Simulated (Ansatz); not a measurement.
Starting cell, InN (zinc blende):

```xyz
4
Lattice="0.0000 5.0490 5.0490 2.5245 2.5245 5.0490 2.5245 2.5245 0.0000" Properties=species:S:1:pos:R:3 pbc="T T T"
N      3.7867     8.8357     8.8357
N      3.7867     6.3112     6.3112
In     0.0000     0.0000     0.0000
In     2.5245     5.0490     2.5245
```

A phonon eigenvector at X = (0.5, 0.5, 0.0) is frozen into this cell: atom i moves by Q times the vector below, so Q is the largest atomic displacement, in Å. The cell is held. (q is in reciprocal vectors of the primitive cell; the cell shown is doubled to hold the pattern.)

```json
[
 {"atom": "N1", "x": "0.000", "y": "0.000", "z": "1.000"},
 {"atom": "N2", "x": "0.000", "y": "0.000", "z": "-1.000"}
]
```

Atoms not listed stay in place.

These are PBE (plane waves to 420 eV, PAW, scalar-relativistic; Ansatz, a program for electronic structure) values and carry that method's errors. k mesh 11×11×11 (Γ-centred), Fermi-Dirac smearing 0.05 eV. Energies are smeared free energies. With partly filled bands, energies and forces of such displacements shift with the k mesh and the smearing. At this level the bands of InN touch or barely overlap; measurements give the solid a gap. InN was relaxed with its symmetry unable to fall. ΔE is measured from the undisplaced structure.

| Q (Å) | ΔE (meV/cell) |
|---|---|
| -0.100 | 150 |
| -0.067 | 67 |
| -0.033 | 17 |
| 0.000 | 0 |
| 0.033 | 17 |
| 0.067 | 67 |
| 0.100 | 150 |

Problem. Which DFPT wavenumber at X = (0.5, 0.5, 0.0) belongs to this mode?
A. 540 cm⁻¹
B. 221 cm⁻¹
C. 114 cm⁻¹

Solution. A, 540 cm⁻¹. The curvature of the scan gives 540 cm⁻¹

(A displaced cell: forces are minus the slopes of the energy, force constants its curvatures, and phonons follow from these.)
